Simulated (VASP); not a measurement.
Ga: relaxation of cell and atoms with PBE

Crystal: Ga.

```xyz
4
Lattice="4.4956 0.0000 0.0000 -2.2478 3.8933 0.0000 0.0000 0.0000 5.1657" Properties=species:S:1:pos:R:3 pbc="T T T"
Ga    0.0000    0.0000    1.2914
Ga    0.0000    0.0000    3.8743
Ga    0.0000    2.5955    3.8743
Ga    2.2478    1.2978    1.2914
```

The cell was built by a generator and needn't be a form met in nature.

```json
{
 "Program": "VASP 6.6.1",
 "Task": "relaxation of cell and atoms",
 "Functional": "PBE",
 "Potentials or basis": "VASP PAW PBE potentials, release 64 (Ga_d)",
 "Cutoff": "600 eV",
 "k mesh": "6 × 6 × 4",
 "Occupations": "gaussian, width 0.1 eV",
 "Spin": "no spin polarisation",
 "Dipole correction": "no",
 "Further INCAR settings": "ALGO = Normal; EDIFF = 1e-06; IBRION = 2; EDIFFG = -0.04; NSW = 90; ISIF = 3"
}
```

The relaxed volume is 22.72 Å³/atom, the relaxed cell is a = 4.457 Å, b = 4.457 Å, c = 5.283 Å, α = 90.00°, β = 90.00°, γ = 120.00° and the space group after relaxing (to 0.05 Å) is P6_3/mmc (No. 194). The energy gained by relaxing is 4.4 meV/atom and the ionic steps are 4. The pressure after relaxing is 0.2 GPa and the band gap on the k mesh is none (metal or under the smearing width).

The path:
```tsv
step	energy change (eV)	largest force (eV/Å)	pressure (GPa)	volume (Å³)
1	0.0000	0.0000	0.16	90.41
2	-0.0147	0.0000	0.21	90.70
3	-0.0176	0.0000	0.20	90.85
4	-0.0177	0.0000	0.20	90.88
```

Final structure:
```cif
data_structure
_symmetry_space_group_name_H-M 'P 1'
_symmetry_Int_Tables_number 1
_cell_length_a 4.4570
_cell_length_b 4.4570
_cell_length_c 5.2829
_cell_angle_alpha 90.000
_cell_angle_beta 90.000
_cell_angle_gamma 120.000
_cell_volume 90.88
loop_
_atom_site_label
_atom_site_type_symbol
_atom_site_fract_x
_atom_site_fract_y
_atom_site_fract_z
_atom_site_occupancy
Ga1 Ga 0.00000 0.00000 0.25000 1
Ga2 Ga 0.00000 0.00000 0.75000 1
Ga3 Ga 0.33333 0.66667 0.75000 1
Ga4 Ga 0.66667 0.33333 0.25000 1
```

Levels at points of the mesh, in eV from the Fermi level:
| k point | band 22 | band 23 | band 24 | band 25 | band 26 | band 27 | band 28 | band 29 | band 30 | band 31 |
| --- | --- | --- | --- | --- | --- | --- | --- | --- | --- | --- |
| (0.00, 0.00, 0.00) | -5.85 | -3.44 | -0.84 | -0.33 | -0.33 | 1.06 | 1.06 | 1.73 | 4.09 | 4.75 |
| (0.50, 0.00, 0.00) | -6.91 | -4.06 | -3.32 | -2.12 | -1.81 | 0.42 | 1.05 | 1.38 | 3.60 | 4.04 |
| (0.00, 0.00, 0.50) | -8.79 | -0.20 | -0.20 | 0.60 | 0.60 | 0.60 | 0.60 | 2.05 | 2.05 | 3.98 |
| (0.50, 0.00, 0.50) | -7.02 | -5.51 | -5.51 | -0.83 | -0.83 | 0.37 | 0.37 | 3.94 | 3.94 | 6.15 |

Run time: 2.4 min on 1 thread of Intel(R) Xeon(R) Platinum 8375C CPU @ 2.90GHz (Ice Lake), on a shared host, peak memory 0.25 GiB.
